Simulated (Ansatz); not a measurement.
A plane-wave DFT run in Ansatz 0.2.0 (scalar-relativistic PAW potentials unless the input names others): input and command.

```yaml
crystal:
  lattice:
    - [0.0, 3.3852522161, 3.3852522161]
    - [3.3852522161, 0.0, 3.3852522161]
    - [3.3852522161, 3.3852522161, 0.0]
  atoms:
    - { symbol: Cd, position: [0.0, 0.0, 0.0] }
    - { symbol: Te, position: [0.25, 0.25, 0.25] }
basis:
  ecutwfc: 420
kpoints:
  mp_grid: { grid: [10, 10, 10] }
hamiltonian:
  xc: lda
scf:
  occupations: { method: gaussian, width: 0.02 }
  convergence: { dr2_threshold: 1.0e-09 }
output:
  forces: true
  eigenvalues: true
  stress: true
```

```bash
ansatz run input.yaml --threads 1 --pin off --max-ram 2560MiB --backend cpu --events-out ev --progress --plain --runs-dir out
```

Abridged log:
```
Warning: output.stress: scf.convergence.dr2_threshold = 1e-9 eV is looser than the 2e-10 eV advised for a printed stress (1e-10 eV for each atom of the cell: 2). ...
Basis set: ecut = 420 eV, 1459 PW (Γ)
Bands: 22, of which v1, the nominal top of the filled ones, is band 18 counted from 1 (17 counted from 0)
Symmetry: 24 space group operations
k-points: 47 of 1000 (time reversal used)
SCF iter   1: F=—  HF=-14945.600020 eV  |F-HF|=—  |Δ(HF+E_count)|=         —  Δρ=6.37e-3  dr2=2.74e-2  ethr=1.77e-3  ⟨swp⟩=6.2  Hψ=4891  notcnv=0
SCF iter   2: F=—  HF=-14945.590863 eV  |F-HF|=—  |Δ(HF+E_count)|=   9.16e-3  Δρ=1.96e-3  dr2=1.26e-3  ethr=7.61e-5  ⟨swp⟩=3.1  Hψ=2244  notcnv=0
SCF iter   3: F=—  HF=-14945.590771 eV  |F-HF|=—  |Δ(HF+E_count)|=   9.15e-5  Δρ=9.27e-4  dr2=2.85e-4  ethr=3.50e-6  ⟨swp⟩=2.5  Hψ=1465  notcnv=0
SCF iter   4: F=—  HF=-14945.590780 eV  |F-HF|=—  |Δ(HF+E_count)|=   8.72e-6  Δρ=2.21e-4  dr2=4.49e-5  ethr=7.93e-7  ⟨swp⟩=2.0  Hψ=1295  notcnv=0
SCF iter   5: F=—  HF=-14945.590764 eV  |F-HF|=—  |Δ(HF+E_count)|=   1.60e-5  Δρ=2.58e-5  dr2=4.26e-7  ethr=1.25e-7  ⟨swp⟩=2.0  Hψ=1410  notcnv=0
SCF iter   6: F=—  HF=-14945.590789 eV  |F-HF|=—  |Δ(HF+E_count)|=   2.46e-5  Δρ=1.40e-5  dr2=1.03e-7  ethr=1.18e-9  ⟨swp⟩=2.0  Hψ=1880  notcnv=0
SCF iter   7: F=—  HF=-14945.590789 eV  |F-HF|=—  |Δ(HF+E_count)|=   5.63e-8  Δρ=4.30e-6  dr2=9.56e-9  ethr=2.86e-10  ⟨swp⟩=2.0  Hψ=1603  notcnv=0
SCF iter   8: F=-14945.590789 eV  HF=-14945.590789 eV  |F-HF|=1.26e-10  |Δ(HF+E_count)|=   5.31e-9  Δρ=5.02e-7  dr2=1.17e-10  ethr=2.78e-12  ⟨swp⟩=5.0  Hψ=3939  notcnv=0
SCF 1 converged in 8 iterations: F = -14945.590789 eV  dr2 = 1.17e-10
SCF converged after 8 iterations
Free energy (F): -14945.590789 eV
Harris-Foulkes:  -14945.590789 eV  (|F-HF|=1.26e-10)
Internal energy: -14945.590789 eV  (E = F + TS)
E sigma→0 (E₀):  -14945.590789 eV
Fermi energy:    5.492361 eV
--- Forces (eV/Å), atoms counted from 1 ---
  atom   1  Cd     0.00000000     0.00000000     0.00000000
  atom   2  Te     0.00000000     0.00000000     0.00000000
--- Stress (GPa, compression-positive) ---
       -5.122144       0.000000       0.000000
        0.000000      -5.122144       0.000000
        0.000000       0.000000      -5.122144
  P = ⅓ Tr σ = -5.1221 GPa (-51.221 kbar)
```

Apart from outputs, empty bands and the relaxation, which only the reference makes, the input differs from a reference run on usual settings in scf.convergence.dr2_threshold: not typed → 1e-09; hamiltonian.xc: "pbe" → "lda". The reference, at the same geometry, ended its own course with pressure -2.04 GPa, largest force 0.000 eV/Å, gap on the mesh 0.39 eV. This run converged in 8 SCF iterations with a total energy on another zero, pressure -5.12 GPa, largest force 0.000 eV/Å, gap on the mesh 0.14 eV.

It took 4.5 s on 1 thread of Intel(R) Xeon(R) Platinum 8488C (Sapphire Rapids), on a shared host, peak memory 0.43 GiB.